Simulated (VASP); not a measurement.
**Pb: relaxation of cell and atoms with PBE+D3(BJ)**

The system is Pb.

```
Pb
1.0
     0.00000    2.47673    2.47673
     2.47673    0.00000    2.47673
     2.47673    2.47673    0.00000
Pb
1
Cartesian
  2.4767 2.4767 4.9535
```

- Program: VASP 6.6.1
- Task: relaxation of cell and atoms
- Functional: PBE
- Dispersion: D3(BJ)
- Potentials or basis: VASP PAW PBE potentials, release 64 (Pb_d)
- Cutoff: 600 eV
- k mesh: 16 × 16 × 16
- Occupations: methfessel-paxton, width 0.1 eV
- Spin: no spin polarisation
- Further INCAR settings: ALGO = Normal; EDIFF = 1e-07; IBRION = 2; EDIFFG = -0.005; NSW = 90; ISIF = 3

| Quantity | Value |
| --- | --- |
| Pressure after relaxing | 0.0 GPa |
| Band gap on the k mesh | none (metal or under the smearing width) |
| Dispersion energy per atom | -0.409 eV |

Final structure:
```yaml
crystal:
  lattice:
    - [0.00000, 2.47673, 2.47673]
    - [2.47673, 0.00000, 2.47673]
    - [2.47673, 2.47673, 0.00000]
  atoms:
    - { symbol: Pb, position: [0.00000, 0.00000, 0.00000] }
```

Levels at points of the mesh, in eV from the Fermi level:
```
           k point  band 5  band 6  band 7  band 8  band 9  band 10
(0.00, 0.00, 0.00)  -17.01  -11.82    7.33    7.33    7.33     9.69
(0.50, 0.00, 0.00)  -16.88   -8.20   -4.27    5.49    5.49     9.16
(0.50, 0.50, 0.00)  -16.84   -6.80   -3.34    1.97    1.97     5.30
```

Wall time 51 s on 1 thread of Intel(R) Xeon(R) Platinum 8259CL CPU @ 2.50GHz (Skylake/Cascade Lake) (shared host), peak memory 0.2 GiB.

Caveat: the relaxation stopped at its first step, so nothing moved; pairwise dispersion overbinds metals, which lowers pressure and volume. Spin-orbit coupling is left out, which matters for the levels of Pb.
